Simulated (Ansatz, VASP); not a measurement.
Given: the input of a run of Ansatz 0.2.0 on Ba.

input.yaml

```yaml
crystal:
  lattice:
    - [4.0522830095, 0.0, 0.0]
    - [0.0, 4.0522830095, 0.0]
    - [0.0, 0.0, 3.6529857437]
  atoms:
    - { symbol: Ba, position: [0.5, 0.5, 0.5] }
hamiltonian:
  xc: pbe
  pseudopotentials: { kind: paw }
kpoints:
  mp_grid: { grid: [7, 7, 7] }
scf:
  occupations: { method: fermi_dirac, width: 0.05 }
output:
  forces: true
  stress: true
  eigenvalues: true
```

Potentials or basis: Ansatz PAW.

Command:

```sh
$ ansatz run input.yaml --threads 2 --pin off --max-ram 5120MiB --backend cpu --events-out ev --progress --plain --runs-dir out
```

**Question.** Translate it to VASP 6.6.1. Potentials there: VASP PAW PBE potentials, release 64 (Ba_sv).

**Answer.** As run (the cutoff follows the program's own potentials):

The input INCAR:

```
SYSTEM = Ba
  ALGO = Normal
  EDIFF = 1E-7
  ENCUT = 520
  GGA = PE
  ISIF = 2
  ISMEAR = -1
  LASPH = .TRUE.
  LCHARG = .FALSE.
  LREAL = .FALSE.
  LWAVE = .FALSE.
  NBANDS = 11
  NELM = 60
  PREC = Accurate
  SIGMA = 0.05
```

Contents of KPOINTS:

```
k-points
0
G
  7 7 7
  0 0 0
```

File POSCAR:

```
Ba
1.0
    4.0522830095      0.0000000000      0.0000000000
    0.0000000000      4.0522830095      0.0000000000
    0.0000000000      0.0000000000      3.6529857437
Ba
1
Direct
    0.5000000000      0.5000000000      0.5000000000
```

Potentials or basis: VASP PAW PBE potentials, release 64 (Ba_sv).

Launch:

```console
$ cat potpaw_PBE.64/Ba_sv/POTCAR > POTCAR
$ mpirun -np 1 vasp_std > vasp.out
```

Both were run:

|  | VASP | Ansatz | Ansatz less VASP |
| --- | --- | --- | --- |
| gap on the k mesh at the Fermi level (eV) | none | none | - |
| pressure (GPa) | 0.4 | 0.3 | -0.16 |
| largest component of the traceless stress (GPa) | 2.69 | 2.60 | -0.090 |

A gap of «none» marks a metal or a gap that the smearing closes. With one functional, cell and mesh, what is left measures potentials, basis and numerics.

The runs have no spin-orbit coupling, so splittings on Ba are missing.
